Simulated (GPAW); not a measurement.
# Collinear magnetic orders of free-standing square Co monolayer, spacing 3.0 A with GPAW, part 2 of 2

Does free-standing square Co monolayer, spacing 3.0 A prefer parallel or opposed moments, or none?

GPAW 26.7.0; PBE; plane waves with GPAW's PAW setups, scalar-relativistic.

So far, largest spin moment in the augmentation sphere (μB): step 2 (start 1: ferro +) 2.09.

## 3. Run 2 (antiferro q=(0,1/2,0) +-)

An opposed order shows whether the pairs that it reverses prefer unlike signs.

This order needs a doubled cell of 2 atoms. Its mesh is chosen so that both cells sample the same points.

Input file order2.py:

```python
import json
import numpy as np
from ase import Atoms
from ase.parallel import paropen, parprint
from gpaw import GPAW

atoms = Atoms(['Co', 'Co'],
    cell=[[3.0, 0.0, 0.0],
         [0.0, 6.0, 0.0],
         [0.0, 0.0, 14.0]],
    scaled_positions=[[0.0, 0.0, 0.5],
         [0.0, 0.5, 0.5]],
    pbc=True,
    magmoms=[2.0, -2.0])
atoms.calc = GPAW(mode={'name': 'pw', 'ecut': 550},
    xc='PBE',
    kpts={'size': (10, 5, 1), 'gamma': True},
    occupations={'name': 'fermi-dirac', 'width': 0.05},
    convergence={'density': 1e-05, 'energy': 1e-05},
    maxiter=200,
    txt='order2.txt')
e = atoms.get_potential_energy(force_consistent=True)
res = {'free_energy': e, 'energy_sigma0': atoms.get_potential_energy(), 'fermi_energy': atoms.calc.get_fermi_level()}
res['moments'] = atoms.get_magnetic_moments().tolist()
res['total'] = atoms.get_magnetic_moment()
parprint('site moments (muB):', np.round(res['moments'], 3))
parprint(f"total moment: {res['total']:.3f} muB")
parprint(f'free energy: {e:.6f} eV')
atoms.calc.write('order2.gpw')
with paropen('results.json', 'w') as f:
    json.dump(res, f)
```

On the command line:

```sh
$ OMP_NUM_THREADS=1 python3 order2.py > order2.log
```

Output:

```text
site moments (muB): [ 2.081 -2.081]
total moment: -0.000 muB
free energy: -10.055822 eV

--- order2.txt ---
Input parameters:
  mode=PW(ecut=550),
  convergence={'density': 1e-05, 'energy': 1e-05},
  kpts=MonkhorstPack(size=(10, 5, 1), gamma=True),
  maxiter=200,
  occupations=Occupations(name='fermi-dirac', width=0.05),
  xc=XC(name='PBE')

Diagonalizing LCAO Hamiltonian
Converting LCAO to pw mode
     .------.
    /|      |
   / |      |
  /  |      |
 *   |      |
 |   |      |
 |   |      |
 |   |      |
 |   |      |
 |   |      |
 | Co|      |
 |   |      |
 Co  |      |
 |   |      |
 |   |      |
 |   |      |
 |   |      |
 |   .------.
 |  /      /
 | /      /
 |/      /
 *------*

Atoms  # Å, Bohr magnetons
|   | symbol |        x |        y |        z |    initial magnetic moments |
|---|--------|----------|----------|----------|-----------------------------|
| 0 |     Co | 0.000000 | 0.000000 | 7.000000 | ( 0.0000,  0.0000,  2.0000) |
| 1 |     Co | 0.000000 | 3.000000 | 7.000000 | ( 0.0000,  0.0000, -2.0000) |

Unit cell  # Å
| periodic |        x |        y |         z |   lengths |    angles |
|----------|----------|----------|-----------|-----------|-----------|
|      yes | 3.000000 | 0.000000 |  0.000000 |  3.000000 | 90.000000 |
|      yes | 0.000000 | 6.000000 |  0.000000 |  6.000000 | 90.000000 |
|      yes | 0.000000 | 0.000000 | 14.000000 | 14.000000 | 90.000000 |

Number of symmetries: 8

BZ-sampling:
  Number of BZ points: 50
  Number of IBZ points: 18

  Monkhorst-Pack size: [10, 5, 1]
  Monkhorst-Pack shift: [0.05, 0.0, 0.0]

Plane wave coefficients: 7413
Cutoff: 550.0 eV

Spin-components: 2 (collinear spins)
Bands:           15
Projectors:      12
Spin-degeneracy: 1
Datatype:        complex128

Parallelization:
  kpt:    1
  domain: 1
  band:   1

Density:
  Valence electrons: 18.0
  Components: 2
  Grid points: [18 35 80]
  Charge: 0.0  # |e|

Potential:
  Grid points: [18 35 80]

[... setups left out ...]
Reference energy: -75805.419811  # eV

eigensolver:
  PPCG
  Converge bands: occupied
  niter=2

density mixing:
  MSR1-Mixer
  Pratt-step length: 0.05
  Maximum mixing coefficient: 0.75
  Old densities: 10
  SVD Regularization: 0.005
  Good broyden scale: 1.0
  Trust region scale: 1.0
  Backstep threshold: 4.0
  History deletion threshold: 6.0
  Fourier metric: weight=20.0, sigma=0.015

occupation numbers:
  Fermi-Dirac:
    width: 0.0500  # eV

poisson solver:
  ecut: 4400.0  # eV

xc functional:
  name: PBE with 2 nearest neighbor stencil

convergence criteria:
- Maximum integral of absolute [dens]ity change: 1e-05 electrons / valence electron
- Maximum [total energy] change in last 3 cyles: 1e-05 eV / valence electron
- Maximum integral of absolute [eigenst]ate change: 4e-08 eV^2 / valence electron
maximum number of iterations: 200

SCF iterations
|iter     |      energy | eigst |  dens |  magmom |
|---------|-------------|-------|-------|---------|
|iter:   1|       0s |  -11.071922 | -0.45 |       |  +0.0000|
|iter:   2|       5s |  -10.168794 | -1.23 | -0.66 |  +0.0000|
|iter:   3|      11s |   -9.441911 | -0.69 | -0.83 |  -0.0012|
|iter:   4|      17s |  -10.105610 | -1.73 | -1.21 |  +0.0373|
|iter:   5|      22s |   -9.465531 | -1.85 | -0.42 |  -0.0019|
|iter:   6|      28s |   -9.848431 | -2.10 | -1.20 |  +0.0278|
|iter:   7|      33s |   -9.543540 | -2.06 | -0.49 |  +0.0061|
|iter:   8|      39s |   -9.653208 | -2.39 | -1.20 |  +0.0017|
|iter:   9|      45s |   -9.747332 | -3.07 | -1.39 |  +0.0038|
|iter:  10|      50s |   -9.917258 | -2.45 | -1.44 |  +0.0037|
|iter:  11|      56s |   -9.949374 | -2.74 | -1.53 |  +0.0019|
|iter:  12|      61s |  -10.024309 | -2.48 | -1.71 |  -0.0002|
|iter:  13|      67s |  -10.030039 | -3.19 | -1.87 |  -0.0035|
|iter:  14|      72s |  -10.033858 | -3.69 | -2.05 |  -0.0042|
|iter:  15|      78s |  -10.035614 | -3.64 | -2.26 |  -0.0044|
|iter:  16|      84s |  -10.035638 | -4.56 | -2.40 |  -0.0034|
|iter:  17|      89s |  -10.035551c| -4.60 | -2.51 |  -0.0018|
|iter:  18|      95s |  -10.035572c| -4.82 | -2.75 |  -0.0000|
|iter:  19|     100s |  -10.035581c| -5.46 | -3.17 |  +0.0005|
|iter:  20|     106s |  -10.035625c| -5.61 | -3.23 |  +0.0004|
|iter:  21|     111s |  -10.035625c| -5.58 | -3.46 |  +0.0000|
|iter:  22|     117s |  -10.035621c| -6.10 | -3.71 |  -0.0000|
|iter:  23|     122s |  -10.035621c| -6.13 | -4.02 |  -0.0001|
|iter:  24|     127s |  -10.035619c| -6.59 | -3.66 |  -0.0000|
|iter:  25|     133s |  -10.035619c| -7.66c| -3.90 |  -0.0001|
|iter:  26|     135s |  -10.035618c| -8.56c| -4.89 |  -0.0001|
|iter:  27|     138s |  -10.035618c| -8.65c| -5.17c|  -0.0000|

Converged in 27 steps
Energy contributions relative to reference atoms: (reference = -75805.419811)

Energy contributions:
  Kinetic:          24.567833
  Coulomb:         -19.689117
  Zero:             -0.212488
  External:          0.000000
  Xc:              -14.681641
  Entropy:          -0.040408
  Spinorbit:         0.000000
  ----------------------------
  Free energy:     -10.055822
  Extrapolated:    -10.035618

dipole moment: (-15.929222, -15.929224, -0.000012)  # |e|*Ang

Total magnetic moment: (0.000000, 0.000000, -0.000029)

Local magnetic moments
|        x |        y |         z |
|----------|----------|-----------|
| 0.000000 | 0.000000 |  2.080601 |  # Co   0
| 0.000000 | 0.000000 | -2.080598 |  # Co   1

Fermi level: -2.913
Eigenvalues  # (at kpt = [0.000, 0.000, 0.000])
| band index |      eig [eV] | occ [0-1] |      eig [eV] | occ [0-1] |
|------------|---------------|-----------|---------------|-----------|
|          0 |        -6.583 |     1.000 |        -6.583 |     1.000 |
|          1 |        -5.496 |     1.000 |        -5.496 |     1.000 |
|          2 |        -5.251 |     1.000 |        -5.251 |     1.000 |
|          3 |        -5.213 |     1.000 |        -5.213 |     1.000 |
|          4 |        -4.619 |     1.000 |        -4.619 |     1.000 |
|          5 |        -4.441 |     1.000 |        -4.441 |     1.000 |
|          6 |        -4.102 |     1.000 |        -4.102 |     1.000 |
|          7 |        -3.278 |     0.999 |        -3.278 |     0.999 |
|          8 |        -2.825 |     0.145 |        -2.825 |     0.145 |
|          9 |        -2.275 |     0.000 |        -2.275 |     0.000 |
|         10 |        -1.913 |     0.000 |        -1.913 |     0.000 |
|         11 |        -1.830 |     0.000 |        -1.830 |     0.000 |
|         12 |        -1.577 |     0.000 |        -1.577 |     0.000 |
|         13 |        -1.108 |     0.000 |        -1.108 |     0.000 |
|         14 |         1.067 |     0.000 |         1.067 |     0.000 |

No gap
No difference between direct/indirect transitions
```

Run time: 2.4 min. Hardware: 1 MPI rank of Arm Neoverse V2, shared host; peak memory 0.34 GiB.

Numbers from this step:

| Quantity | Value |
| --- | --- |
| magnetization | 0 μB |
| final state | antiferromagnetic |
| largest moment | 2.081 μB |

It lies 46.6 meV a seeded atom over the first start, and its largest moment is 2.08 μB against 2.09 μB.

## 4. Order 3, typed as antiferro q=(1/2,1/2,0) +-

Another pattern of signs weighs the neighbour shells otherwise.

This order needs a doubled cell of 2 atoms. Its mesh is chosen so that both cells sample the same points.

order3.py is the script of step 3 with these lines changed:

```diff
@@ -7,7 +7,7 @@
 atoms = Atoms(['Co', 'Co'],
-    cell=[[3.0, 0.0, 0.0],
-         [0.0, 6.0, 0.0],
+    cell=[[6.0, 0.0, 0.0],
+         [3.0, 3.0, 0.0],
          [0.0, 0.0, 14.0]],
     scaled_positions=[[0.0, 0.0, 0.5],
-         [0.0, 0.5, 0.5]],
+         [0.5, 0.0, 0.5]],
     pbc=True,
@@ -16,3 +16,3 @@
     xc='PBE',
-    kpts={'size': (10, 5, 1), 'gamma': True},
+    kpts={'size': (5, 10, 1), 'gamma': True},
     occupations={'name': 'fermi-dirac', 'width': 0.05},
@@ -20,3 +20,3 @@
     maxiter=200,
-    txt='order2.txt')
+    txt='order3.txt')
 e = atoms.get_potential_energy(force_consistent=True)
@@ -28,3 +28,3 @@
 parprint(f'free energy: {e:.6f} eV')
-atoms.calc.write('order2.gpw')
+atoms.calc.write('order3.gpw')
 with paropen('results.json', 'w') as f:
```

On the command line:

```sh
$ OMP_NUM_THREADS=1 python3 order3.py > order3.log
```

Output:

```text
UserWarning: Initial realspace grid (35,24,80) inconsistent with symmetries.
UserWarning: Using symmetrized grid: (35,35,80).

site moments (muB): [ 2.009 -2.009]
total moment: 0.000 muB
free energy: -10.019054 eV

--- order3.txt ---
Input parameters:
  mode=PW(ecut=550),
  convergence={'density': 1e-05, 'energy': 1e-05},
  kpts=MonkhorstPack(size=(5, 10, 1), gamma=True),
  maxiter=200,
[...]
|          3 |        -4.952 |     1.000 |        -4.952 |     1.000 |
|          4 |        -4.399 |     1.000 |        -4.399 |     1.000 |
[...]
|         11 |        -1.567 |     0.000 |        -1.567 |     0.000 |
|         12 |         1.077 |     0.000 |         1.077 |     0.000 |
|         13 |         1.417 |     0.000 |         1.417 |     0.000 |
|         14 |         1.417 |     0.000 |         1.417 |     0.000 |

No gap
No difference between direct/indirect transitions


[key lines of the parts left out:]
Free energy:     -10.019054
Converged in 24 steps
dipole moment: (-31.823258, -15.911628, -0.000012)  # |e|*Ang
Fermi level: -2.971
```

It took 3.4 min on 1 MPI rank; peak memory 0.45 GiB.

Spin moment in the augmentation sphere by atom:

```csv
atom,spin moment in the augmentation sphere (μB)
Co1,2.01
Co2,-2.01
```

Read from the output:

```
magnetization : 0 μB
final state   : antiferromagnetic
```

It lies 65.0 meV a seeded atom over the first start, and its largest moment is 2.01 μB against 2.09 μB.

## 5. Order 4, typed as no spin polarisation

This run holds no moments, which gives a state to set the others against.

Input file nospin.py:

```python
import json
import numpy as np
from ase import Atoms
from ase.parallel import paropen, parprint
from gpaw import GPAW

atoms = Atoms(['Co'],
    cell=[[3.0, 0.0, 0.0],
         [0.0, 3.0, 0.0],
         [0.0, 0.0, 14.0]],
    scaled_positions=[[0.0, 0.0, 0.5]],
    pbc=True)
atoms.calc = GPAW(mode={'name': 'pw', 'ecut': 550},
    xc='PBE',
    kpts={'size': (10, 10, 1), 'gamma': True},
    occupations={'name': 'fermi-dirac', 'width': 0.05},
    convergence={'density': 1e-05, 'energy': 1e-05},
    maxiter=200,
    txt='nospin.txt')
e = atoms.get_potential_energy(force_consistent=True)
res = {'free_energy': e, 'energy_sigma0': atoms.get_potential_energy(), 'fermi_energy': atoms.calc.get_fermi_level()}
parprint(f'free energy: {e:.6f} eV')
atoms.calc.write('nospin.gpw')
with paropen('results.json', 'w') as f:
    json.dump(res, f)
```

On the command line:

```sh
$ OMP_NUM_THREADS=1 python3 nospin.py > nospin.log
```

Output:

```text
free energy: -4.107542 eV

--- nospin.txt ---
Input parameters:
  mode=PW(ecut=550),
  convergence={'density': 1e-05, 'energy': 1e-05},
  kpts=MonkhorstPack(size=(10, 10, 1), gamma=True),
  maxiter=200,
  occupations=Occupations(name='fermi-dirac', width=0.05),
  xc=XC(name='PBE')

Diagonalizing LCAO Hamiltonian
Converting LCAO to pw mode
   .------.
  /|      |
 * |      |
 | |      |
 | |      |
 | |      |
[...]
|------------|---------------|-----------|
|          0 |        -6.539 |     2.000 |
|          1 |        -4.557 |     2.000 |
|          2 |        -3.869 |     1.999 |
|          3 |        -3.439 |     0.424 |
|          4 |        -3.439 |     0.424 |
|          5 |        -3.342 |     0.074 |
|          6 |        -1.587 |     0.000 |
|          7 |         1.054 |     0.000 |
|          8 |         2.241 |     0.000 |

No gap
No difference between direct/indirect transitions


[key lines of the parts left out:]
Free energy:      -4.107542
Converged in 13 steps
dipole moment: (-7.942563, -7.942563, -0.000006)  # |e|*Ang
Fermi level: -3.505
```

Elapsed: 12 s, on 1 MPI rank; peak memory 0.18 GiB.

This step gave:

```yaml
final_state: non-magnetic (no spin polarisation)
```

It lies 967 meV a seeded atom over the first start.

## 6. Ranking

These are free energies at a smearing of 0.05 eV, so its entropy term is in the differences. They are divided by the number of seeded atoms, so that cells of unlike size compare. Wavevectors q in the names are fractions of the reciprocal vectors of the first run's cell.

Orders:

```csv
start,final state,typed order kept,energy over the lowest (meV a seeded atom),largest site moment (μB),net moment (μB a primitive cell),mesh matched,CPU time (s)
ferro +,ferromagnetic,yes,0,2.091,2.229,yes,31.89
"antiferro q=(0,1/2,0) +-",antiferromagnetic,yes,46.62,2.081,0,yes,146
"antiferro q=(1/2,1/2,0) +-",antiferromagnetic,yes,65.01,2.009,0,yes,206.3
no spin polarisation,non-magnetic,-,967,0,0,yes,12.45
```

## 7. What came out

| Item | Value |
| --- | --- |
| lowest state found | ferromagnetic (typed ferro +) |
| largest site moment | 2.09 μB |
| next state | antiferromagnetic, 46.6 meV a seeded atom higher |
| energy gained by spin polarisation | 967 meV a seeded atom |

What this shows: The lowest state found is ferromagnetic, reached from the start ferro +, with moments up to 2.09 μB. The next state costs 47 meV a seeded atom. This is the lowest of 4 finished starts, no proof of the ground state.

[Logs and program files are shortened in this print: banners, set-up blocks, solver, clock and traceback lines can be left out without a mark of their own.]

[Logs are printed without paths, hosts, clocks, repeated set-up lines and the standing remarks that a program may print on its own settings, such as how far it seeks lower states.]

[Hosts, paths, dates, database ids (printed as entryN), source tags and the programs' standing remarks are cut or masked in the printed files.]

[Where a cell is said to come from a database of computed structures, the database is the Materials Project.]
